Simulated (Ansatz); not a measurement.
Yb:

```
Yb
1.0
     3.87990    0.00000    0.00000
    -1.93995    3.36009    0.00000
     0.00000    0.00000    6.38590
Yb
2
Direct
  0.66667 0.33333 0.75000
  0.33333 0.66667 0.25000
```

This isn't the form of Yb at room conditions, which is fcc.

Base run:

```yaml
Program: Ansatz 0.2.0
Functional: PBEsol
Potentials_or_basis: all-electron LAPW, scalar-relativistic
Cutoff: 171 eV
Density_cutoff: 683 eV
Basis_error_allowed: 0.001 eV/atom
k_mesh: 8 × 8 × 4
Occupations: fermi-dirac, width 0.05 eV
Spin: collinear spin, ferromagnetic start
Starting_moments: "[1.0, 1.0] μB"
```

Its results: pressure -3.3 GPa; net moment 0.00 μB per cell.

Question: The run is repeated on the same cell with these changes: functional from PBEsol to LDA. What comes out?

Answer: Pressure -4.4 GPa; net moment 0.00 μB per cell.

LDA binds more tightly than PBEsol, so the same cell stands under less pressure.

Caveats: an open f shell can end in a state above the lowest.

Not every run made on this cell is shown here.
